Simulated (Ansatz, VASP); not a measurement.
# Ag in VASP and in Ansatz

INCAR

```
PREC     = Accurate       # precision mode
ENCUT    = 520            # plane-wave cutoff, eV
EDIFF    = 1E-6           # SCF threshold, eV
ISMEAR   = -1             # smearing method
SIGMA    = 0.05           # smearing width, eV
LREAL    = False          # projectors in reciprocal space
LASPH    = True           # aspherical terms in the spheres
NELM     = 60             # most SCF steps
ALGO     = Normal         # electronic algorithm
ISIF     = 2              # what is computed and relaxed
LWAVE    = False          # write WAVECAR
LCHARG   = False          # write CHGCAR
GGA      = PS             # functional
NBANDS   = 12             # bands
```

File KPOINTS:

```
Automatic mesh
0
Gamma
  16 16 16
```

POSCAR

```
Ag
1.0
    2.3614158634      0.0000000000      0.0000000000
    0.0000000000      2.3614158634      0.0000000000
    0.0000000000      0.0000000000      2.3614158634
Ag
1
Direct
    0.0000000000      0.0000000000      0.0000000000
```

Input for Ansatz:

```yaml
crystal:
  lattice:
    - [2.3614158634, 0.0, 0.0]
    - [0.0, 2.3614158634, 0.0]
    - [0.0, 0.0, 2.3614158634]
  atoms:
    - { symbol: Ag, position: [0.0, 0.0, 0.0] }
kpoints:
  mp_grid: { grid: [16, 16, 16] }
scf:
  occupations: { method: fermi_dirac, width: 0.05 }
hamiltonian:
  xc: pbesol
  pseudopotentials: { kind: paw, source: ansatz }
output:
  forces: true
  stress: true
  eigenvalues: true
```

Change from the starting cell: volume scaled by 0.68, PAW files, source ansatz.

Alike in both runs: task single point; functional PBEsol; k mesh 16 × 16 × 16; occupations fermi-dirac, width 0.05 eV; no spin polarisation.

```csv
,VASP,Ansatz
version,VASP 6.6.1,Ansatz 0.2.0
potentials or method,"VASP PAW PBE potentials, release 64 (Ag)","PAW with other files of Ansatz's library (source ansatz), scalar-relativistic"
plane-wave cutoff (eV),520,480
valence electrons in the cell,11,19
```

```tsv
	VASP	Ansatz	Ansatz less VASP
pressure (GPa)	97.5	98.7	+1.18
```

With one functional, cell and mesh, what is left measures potentials, basis and numerics. The two sets of potentials don't hold the same shells in valence.

Caveats: the cell as given lies far from equilibrium; so large a pressure means that the cell lies far from this level's equilibrium, or that cutoff or potentials fall short (VASP); the potentials were made for another functional, which shifts forces and pressure (VASP).
